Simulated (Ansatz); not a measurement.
## TiTe₂ (CdI2-type structure)

Computed with Ansatz (plane waves, PAW, 420 eV cutoff): PBE with spin–orbit coupling, two-component spinors, Γ-centred 10×10×6 mesh, 0.05 eV Gaussian smearing; PAW files: Ansatz's generated set soft_2.

```
CELL_PARAMETERS angstrom
3.75711 0.00000 0.00000
-1.87856 3.25375 0.00000
0.00000 0.00000 7.05880
ATOMIC_POSITIONS crystal
Ti 0.00000 0.00000 0.00000
Te 0.33333 0.66667 0.24657
Te 0.66667 0.33333 0.75343
```

The Crystallography Open Database holds a cell of this formula and space group, from which this one stands far in volume, proportions or bonds. The database's entry of this formula in the relaxed cell's space group, P-3m1, has axes of 3.777 × 3.777 × 6.498 Å and 26.76 Å³/atom (1981), the relaxed one 3.757 × 3.757 × 7.059 Å and 28.76.

The pressure at this geometry is 0.0 GPa.

Task: Which orbitals carry the states at the Fermi level, and how many states are there?

Result: Within 0.1 eV of it: Ti 3d 74 %, Te 5p 25 % (shares among the projected shells; no valence p shell of Ti is among them). The Fermi level sits on a steep edge: the density of states is 0.9, 1.3 and 1.7 states/eV per cell at −0.1, 0 and +0.1 eV.

Density of states (tetrahedra, averaged over 0.3 eV; states/eV per cell of 3 atoms; energy in eV from the Fermi level; projections on Löwdin-orthogonalised atomic orbitals, summed over sites):

| E | total | Te 5p | Ti 3d | Ti 4s | Te 5s | Ti 3s |
| --- | --- | --- | --- | --- | --- | --- |
| -5.20 | 0.0 | 0.0 | 0.0 | 0.0 | 0.0 | 0.0 |
| -4.90 | 0.2 | 0.1 | 0.0 | 0.0 | 0.0 | 0.0 |
| -4.60 | 1.3 | 0.9 | 0.2 | 0.2 | 0.0 | 0.0 |
| -4.30 | 2.0 | 1.5 | 0.2 | 0.2 | 0.1 | 0.0 |
| -4.00 | 3.6 | 2.9 | 0.3 | 0.2 | 0.1 | 0.0 |
| -3.70 | 3.2 | 2.5 | 0.3 | 0.1 | 0.1 | 0.0 |
| -3.40 | 1.1 | 0.8 | 0.2 | 0.1 | 0.1 | 0.0 |
| -3.10 | 1.4 | 1.0 | 0.2 | 0.0 | 0.0 | 0.0 |
| -2.80 | 2.6 | 2.0 | 0.5 | 0.0 | 0.0 | 0.0 |
| -2.50 | 3.5 | 2.6 | 0.8 | 0.0 | 0.1 | 0.0 |
| -2.20 | 2.7 | 1.9 | 0.7 | 0.0 | 0.0 | 0.0 |
| -1.90 | 4.4 | 2.9 | 1.4 | 0.0 | 0.1 | 0.0 |
| -1.60 | 5.1 | 3.3 | 1.6 | 0.0 | 0.1 | 0.0 |
| -1.30 | 3.1 | 2.1 | 0.8 | 0.0 | 0.1 | 0.0 |
| -1.00 | 2.1 | 1.5 | 0.4 | 0.0 | 0.0 | 0.0 |
| -0.70 | 1.7 | 1.3 | 0.4 | 0.0 | 0.0 | 0.0 |
| -0.40 | 1.0 | 0.6 | 0.4 | 0.0 | 0.0 | 0.0 |
| -0.10 | 1.0 | 0.3 | 0.6 | 0.0 | 0.0 | 0.0 |
| 0.20 | 2.1 | 0.4 | 1.7 | 0.0 | 0.0 | 0.0 |
| 0.50 | 3.2 | 0.5 | 2.6 | 0.0 | 0.0 | 0.0 |
| 0.80 | 1.2 | 0.2 | 1.0 | 0.0 | 0.0 | 0.0 |
| 1.10 | 5.7 | 1.1 | 4.5 | 0.0 | 0.0 | 0.0 |
| 1.40 | 7.1 | 1.5 | 5.5 | 0.1 | 0.0 | 0.0 |
| 1.70 | 0.6 | 0.1 | 0.4 | 0.0 | 0.0 | 0.0 |
| 2.00 | 1.2 | 0.4 | 0.8 | 0.0 | 0.0 | 0.0 |

The structure is built of weakly bound layers, and this functional has no dispersion term, so their spacing and all that hangs on it (volume, the soft elastic constants, low modes, dielectric constants) are poorly given.
